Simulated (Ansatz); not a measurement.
# 1T-IrSTe bilayer (like faces together) in a perpendicular field, part 3 of 3

Wanted: the out-of-plane response of the 1T-IrSTe bilayer (like faces together). A positive field points along +c.

Ansatz 0.2.0; plane-wave DFT, PBE-D3(BJ), Ansatz PAW (the session's first sound run).

So far. Step 7 (Single point, field -0.2 V/Å): The dipole is -0.135 e·Å. Step 8 (Atoms held, field 0.35 V/Å): The dipole is 0.235 e·Å.

## (9) Response, atoms held

This step: plane-wave DFT, PBE-D3(BJ), Ansatz PAW; response to a field along the normal, atoms held (Ansatz 0.2.0).

The dipoles give the slope, and the difference of two potentials shows where the field is screened.

Numbers from this step:

| Item | Value |
| --- | --- |
| equivalent conductor thickness p/(ε₀AE) | 11.49 Å |
| distance between the outer atoms | 8.732 Å |

Dipole of the cell against applied field:

| applied field (V/Å) | dipole of the cell (e·Å) |
| --- | --- |
| -0.200 | -0.135 |
| -0.100 | -0.0675 |
| 0.000 | -3.0e-4 |
| 0.100 | 0.0668 |
| 0.200 | 0.134 |
| 0.350 | 0.235 |

Local field over the applied field, running mean. From the potentials at -0.1 and 0.1 V/Å; running mean over 2.5 Å. Local field over applied field against z:

z (Å), local field over applied field and a bar from the least value:
```
      4.5      0.997 ##############################
      5.0      0.991 ##############################
      5.5      0.975 #############################
      6.0      0.937 ############################
      6.5      0.855 ##########################
      7.0      0.717 ######################
      7.5      0.547 ################
      8.0      0.369 ###########
      8.5      0.202 ######
      9.0      0.078 ##
      9.5      0.020 #
     10.0      0.000 
     10.5     -0.003 
     11.0      0.004 
     11.5      0.013 
     12.0      0.014 
     12.5      0.012 
     13.0      0.011 
     13.5      0.011 
     14.0      0.011 
     14.5      0.012 
     15.0      0.013 
     15.5      0.009 
     16.0     -0.001 
     16.5     -0.003 
     17.0      0.008 
     17.5      0.044 #
     18.0      0.137 ####
     18.5      0.289 #########
     19.0      0.464 ##############
     19.5      0.640 ###################
     20.0      0.797 ########################
     20.5      0.906 ###########################
     21.0      0.961 #############################
     21.5      0.985 ##############################
     22.0      0.995 ##############################
     22.5      0.998 ##############################
```

Electrons, planar mean, per unit field. Induced electron density against z:

z (Å), induced electron density (e/Å³ per V/Å) and a bar from the least value:
```
      4.5    0.00001 ################
      5.0    0.00004 ################
      5.5    0.00012 ################
      6.0    0.00031 #################
      6.5    0.00078 ###################
      7.0    0.00177 ########################
      7.5    0.00312 ##############################
      8.0    0.00304 ##############################
      8.5    0.00108 #####################
      9.0    0.00080 ###################
      9.5    0.00051 ##################
     10.0   -0.00041 ##############
     10.5   -0.00035 ##############
     11.0    0.00002 ################
     11.5    0.00012 ################
     12.0   -0.00002 ################
     12.5    0.00000 ################
     13.0    0.00001 ################
     13.5    0.00001 ################
     14.0   -0.00002 ################
     14.5    0.00006 ################
     15.0   -0.00014 ###############
     15.5    0.00005 ################
     16.0    0.00001 ################
     16.5    0.00062 ###################
     17.0   -0.00017 ###############
     17.5   -0.00062 #############
     18.0   -0.00091 ############
     18.5   -0.00204 ######
     19.0   -0.00344 
     19.5   -0.00242 #####
     20.0   -0.00117 ##########
     20.5   -0.00048 ##############
     21.0   -0.00019 ###############
     21.5   -0.00007 ###############
     22.0   -0.00002 ################
     22.5   -0.00001 ################
```

By hand: between -0.1 and 0.1 V/Å the dipole changes by 0.1343 e·Å, a slope of 0.6716 e·Å²/V. A perfect conductor of thickness t has p = ε₀AEt, so t = 180.95 × 0.6716 / 10.575 = 11.49 Å (e/ε₀ = 180.95 V·Å, A in Å²).

The induced dipole is that of a conductor 11.49 Å thick.

## (10) The same run with other settings

This step: plane-wave DFT, PBE-D3(BJ), Ansatz PAW, but for the change named below (Ansatz 0.2.0).

A run with a changed input: it repeats the earlier run at 0.1 V/Å with hamiltonian.hubbard to sites: [species: Ir, l: d, u_eff: 2.0], double_counting: amf, scf.occupations.width from 0.05 removed and scf.occupations.method from fermi_dirac to tetrahedron.

Contents of input.yaml:

```yaml
crystal:
  lattice:
    - [3.4943478908, 0.0, 0.0]
    - [-1.7471739454, 3.0261940431, 0.0]
    - [0.0, 0.0, 26.7318142086]
  atoms:
    - { symbol: Te, position: [0.6666666667, 0.3333333333, 0.3366774859] }
    - { symbol: Ir, position: [0.0, 0.0, 0.407829369] }
    - { symbol: S, position: [0.3333333333, 0.6666666667, 0.4497661949] }
    - { symbol: Te, position: [0.0, 0.0, 0.6633225141] }
    - { symbol: Ir, position: [0.3333333333, 0.6666666667, 0.5926052286] }
    - { symbol: S, position: [0.6666666667, 0.3333333333, 0.5503796278] }
kpoints:
  mp_grid: { grid: [18, 18, 1] }
  band_path:
    path: [[0, 0, 0], [0.5, 0, 0], [0.33333333, 0.33333333, 0], [0, 0, 0]]
    npoints: 16
hamiltonian:
  xc: pbe
  dispersion: d3bj
  hubbard: { sites: [{ species: Ir, l: d, u_eff: 2.0 }], double_counting: amf }
scf:
  occupations: { method: tetrahedron }
  convergence: { dr2_threshold: 1.0e-10 }
efield:
  axis: 3
  dipole_correction: true
  ramp_position: 0.97
  ramp_width: 0.06
  amplitude: 0.1
output:
  write_potential: true
  write_density: true
  volumetric_format: npy
```

Run with:

```console
ansatz run input.yaml --threads 4 --pin off --max-ram 6144MiB --backend cpu --events-out ev --progress --plain --runs-dir out
```

Numbers of over 12 decimals in the logs are rounded to 6 here.

The log of the run:

```text
Te: projections on atomic orbitals take those of the free atom [Kr] 4d10 5s2 5p4, of charge +0.00 (hamiltonian.pseudopotentials.projection_atoms); the dataset's partial waves leave at most 7.8e-6 of an orbital's norm unspanned inside its sphere
Ir: projections on atomic orbitals take those of the free atom [Kr 4d10 4f14] 5s2 5p6 5d7 6s2, of charge +0.00 (hamiltonian.pseudopotentials.projection_atoms); the dataset's partial waves leave at most 8.4e-5 of an orbital's norm unspanned inside its sphere
S: projections on atomic orbitals take those of the free atom [Ne] 3s2 3p4, of charge +0.00 (hamiltonian.pseudopotentials.projection_atoms); the dataset's partial waves leave at most 1.6e-7 of an orbital's norm unspanned inside its sphere
[...]
Crystal: 6 atoms, lattice volume = 282.678 Å³
Basis set: ecut = 420 eV, 5495 PW (Γ)
Bands: 47, of which v1, the nominal top of the filled ones, is band 39 counted from 1 (38 counted from 0)
Symmetry: 6 space group operations
[...]
k-points: 37 of 324 (time reversal used)
[...]
SCF iter   1: F=—  HF=-39638.825895 eV  |F-HF|=—  |Δ(HF+E_count)|=         —  Δρ=3.25e-2  dr2=1.02e1  ethr=3.10e-3  p=0.067 e·Å  D=4.30e-2 V/Å  ΔV_dip=-1.15 eV  dr2_dipole=5.96e-4  V_vac-E_F(+/−)=6.30/5.01 eV  ⟨swp⟩=9.3  Hψ=7905  notcnv=0
[...]
SCF iter  20: F=-39638.387125 eV  HF=-39638.387125 eV  |F-HF|=3.64e-11  |Δ(HF+E_count)|=   4.34e-9  Δρ=4.32e-8  dr2=2.77e-11  ethr=1.00e-12  p=0.066 e·Å  D=4.25e-2 V/Å  ΔV_dip=-1.14 eV  dr2_dipole=2.80e-12  V_vac-E_F(+/−)=5.02/3.71 eV  ⟨swp⟩=1.1  Hψ=3700  notcnv=0
SCF 1 converged in 20 iterations: F = -39638.387125 eV  dr2 = 2.77e-11
[...]
SCF converged after 20 iterations
Stability not checked: this state was not tested for a lower state beside it, because cold or Methfessel-Paxton smearing, or corrected tetrahedra, fill the levels in a way that the test cannot read (fill_not_monotonic; see scf.lower_state_search)
Free energy (F): -39638.387125 eV
[...]
Internal energy: -39638.387125 eV  (E = F + TS)
E sigma→0 (E₀):  -39638.387125 eV
Fermi energy:    3.250417 eV
Dipole field:    D = 0.042530 V/Å  (p = 0.066439 e·Å, saw-weighted, corrected)
Work function:   not extracted (applied field tilts the vacuum); planar V_es + V_field profile in the machine report
[...]
DFT+U double counting: amf (around mean field; hamiltonian.hubbard.double_counting)
--- Band table (eV; the first three rows and the last of 37) ---
  k-point 0: bands = [... 35 lower, 3.5800, 3.8582, 3.8582, 4.0131, 4.0131, 6.5039, 6.5039, 6.5907, ... 4 higher]
  k-point 1: bands = [... 35 lower, 3.1138, 3.8567, 3.8927, 4.0123, 4.1741, 6.1875, 6.3725, 6.4149, ... 4 higher]
  k-point 2: bands = [... 35 lower, 2.5039, 3.6457, 3.8320, 3.9902, 4.2810, 5.6348, 5.7805, 6.2086, ... 4 higher]
  k-point 36: bands = [... 35 lower, 1.3732, 1.8652, 1.9140, 2.3479, 2.3740, 4.2275, 4.2397, 5.8192, ... 4 higher]
Occupation matrices written to <dir>
```

The job ended after 18 s (4 threads of Intel Xeon Platinum 8488C (Sapphire Rapids), shared host; peak memory 1.3 GiB; 69 s of CPU time).

Numbers from this step:

| Property | Result |
| --- | --- |
| dipole along the normal | 0.06644 e·Å |

Electronic bands along the path, in eV, zero at the Fermi level:

| point | band 37 | band 38 | band 39 | band 40 | band 41 | band 42 | band 43 | band 44 |
| --- | --- | --- | --- | --- | --- | --- | --- | --- |
| Γ | 0.61 | 0.61 | 0.76 | 0.76 | 3.25 | 3.25 | 3.34 | 3.43 |
| halfway | -0.44 | -0.25 | 0.15 | 0.32 | 1.55 | 2.15 | 2.54 | 2.80 |
| M | -1.47 | -1.39 | -1.21 | -1.07 | 1.82 | 1.92 | 2.41 | 2.65 |
| halfway | -1.66 | -1.62 | -0.69 | -0.58 | 1.25 | 1.31 | 2.34 | 2.35 |
| K | -1.39 | -1.34 | -0.90 | -0.88 | 0.98 | 0.99 | 2.57 | 2.71 |
| halfway | -1.01 | -0.92 | 0.15 | 0.42 | 1.57 | 1.69 | 2.04 | 2.37 |
| Γ | 0.61 | 0.61 | 0.76 | 0.76 | 3.25 | 3.25 | 3.34 | 3.43 |

| quantity | this run | earlier run | difference |
| --- | --- | --- | --- |
| dipole along the normal (e·Å) | 0.06644 | 0.06685 | -4.1e-4 |

It moves by -0.000408 e·Å.

Of the bands kept, 5 cross the Fermi level on this path.

## (11) A changed input

Another changed input: it repeats the earlier run at 0.1 V/Å with scf.initial_density.chi_scale to 0.0, hamiltonian.hubbard to sites: [species: Ir, l: d, u_eff: 4.0], double_counting: amf and scf.lower_state_search to standard.

Edit input.yaml of step 10 so:

```diff
@@ -20,6 +20,8 @@
   dispersion: d3bj
-  hubbard: { sites: [{ species: Ir, l: d, u_eff: 2.0 }], double_counting: amf }
+  hubbard: { sites: [{ species: Ir, l: d, u_eff: 4.0 }], double_counting: amf }
 scf:
-  occupations: { method: tetrahedron }
+  occupations: { method: fermi_dirac, width: 0.05 }
   convergence: { dr2_threshold: 1.0e-10 }
+  initial_density: { chi_scale: 0.0 }
+  lower_state_search: standard
 efield:
```

The log of the run:

```text
[...]
Crystal: 6 atoms, lattice volume = 282.678 Å³
Basis set: ecut = 420 eV, 5495 PW (Γ)
Bands: 47, of which v1, the nominal top of the filled ones, is band 39 counted from 1 (38 counted from 0)
Symmetry: 6 space group operations
[...]
k-points: 37 of 324 (time reversal used)
[...]
SCF iter   1: F=—  HF=-39638.965428 eV  |F-HF|=—  |Δ(HF+E_count)|=         —  Δρ=3.27e-2  dr2=1.36e1  ethr=3.10e-3  p=-0.000 e·Å  D=-3.77e-5 V/Å  ΔV_dip=0.00 eV  dr2_dipole=1.92e0  V_vac-E_F(+/−)=6.89/4.45 eV  ⟨swp⟩=10.1  Hψ=8046  notcnv=0  defer=7
[...]
SCF iter  12: F=-39639.034376 eV  HF=-39639.034376 eV  |F-HF|=2.18e-11  |Δ(HF+E_count)|=  3.27e-10  Δρ=1.17e-7  dr2=3.58e-11  ethr=1.00e-12  p=0.066 e·Å  D=4.23e-2 V/Å  ΔV_dip=-1.13 eV  dr2_dipole=4.97e-12  V_vac-E_F(+/−)=5.09/3.77 eV  ⟨swp⟩=15.2  Hψ=6312  notcnv=0
SCF 1 converged in 12 iterations: F = -39639.034376 eV  dr2 = 3.58e-11
[...]
SCF converged after 12 iterations
Free energy (F): -39639.034376 eV
[...]
Internal energy: -39639.011316 eV  (E = F + TS)
E sigma→0 (E₀):  -39639.022846 eV
Entropy (-TS):   -0.023061 eV (-3.843 meV/atom)
Fermi energy:    3.185286 eV
Dipole field:    D = 0.042266 V/Å  (p = 0.066027 e·Å, saw-weighted, corrected)
Work function:   not extracted (applied field tilts the vacuum); planar V_es + V_field profile in the machine report
[...]
DFT+U double counting: amf (around mean field; hamiltonian.hubbard.double_counting)
--- Band table (eV; the first three rows and the last of 37) ---
  k-point 0: bands = [... 35 lower, 3.4999, 3.9137, 3.9137, 4.0560, 4.0560, 6.5945, 6.6049, 6.6049, ... 4 higher]
  k-point 1: bands = [... 35 lower, 3.0920, 3.9045, 3.9142, 4.0478, 4.1578, 6.2946, 6.4786, 6.5189, ... 4 higher]
  k-point 2: bands = [... 35 lower, 2.4859, 3.6048, 3.8592, 4.0056, 4.2255, 5.7625, 5.9089, 6.3214, ... 4 higher]
  k-point 36: bands = [... 35 lower, 1.0651, 1.6138, 1.6662, 2.1608, 2.2006, 4.3945, 4.4001, 5.9406, ... 4 higher]
Occupation matrices written to <dir>
```

It took 15 s on 4 threads; peak memory 1.3 GiB.

This step gave:

```
energy at zero smearing : -39639.0228 eV
dipole along the normal : 0.06603 e·Å
```

Electronic bands along the path, in eV, zero at the Fermi level:

| point | band 37 | band 38 | band 39 | band 40 | band 41 | band 42 | band 43 | band 44 |
| --- | --- | --- | --- | --- | --- | --- | --- | --- |
| Γ | 0.73 | 0.73 | 0.87 | 0.87 | 3.41 | 3.42 | 3.42 | 3.60 |
| halfway | -0.51 | -0.22 | 0.19 | 0.34 | 1.78 | 2.31 | 2.74 | 3.01 |
| M | -1.72 | -1.53 | -1.13 | -1.01 | 1.98 | 2.10 | 2.60 | 2.84 |
| halfway | -1.90 | -1.85 | -0.81 | -0.68 | 1.48 | 1.54 | 2.50 | 2.53 |
| K | -1.57 | -1.52 | -1.02 | -0.98 | 1.21 | 1.21 | 2.76 | 2.89 |
| halfway | -1.08 | -0.97 | 0.09 | 0.40 | 1.79 | 1.90 | 2.26 | 2.56 |
| Γ | 0.73 | 0.73 | 0.87 | 0.87 | 3.41 | 3.42 | 3.42 | 3.60 |

| quantity | this run | earlier run | difference |
| --- | --- | --- | --- |
| dipole along the normal (e·Å) | 0.06603 | 0.06685 | -8.2e-4 |

It moves by -0.000821 e·Å.

Of the bands kept, 5 cross the Fermi level on this path.

## (12) Results

```json
{"gap without field": "none", "work function, upper face": "4.34 eV", "equivalent conductor thickness, atoms held": "11.5 Å"}
```

What this shows: The induced dipole equals that of a perfect conductor 11.49 Å thick, while the outer atoms lie 8.73 Å apart. There is no gap over 0.03 eV, with or without the field. The first relaxation ran with spin and lost its moment, and the later runs have none; other magnetic states were not tried. Spin-orbit coupling is left out, which matters for the bands of elements this heavy.

[Logs are printed without paths, hosts, clocks, repeated set-up lines and the standing remarks that a program may print on its own settings, such as how far it seeks lower states.]

[Hosts, paths, dates, database ids (printed as entryN), source tags and the programs' standing remarks are cut or masked in the printed files.]

[Maps of the electrostatic potential energy from Ansatz leave out the sawtooth potential of an applied field or a dipole correction, so their vacuum need not be flat; planar profiles and work functions include it.]
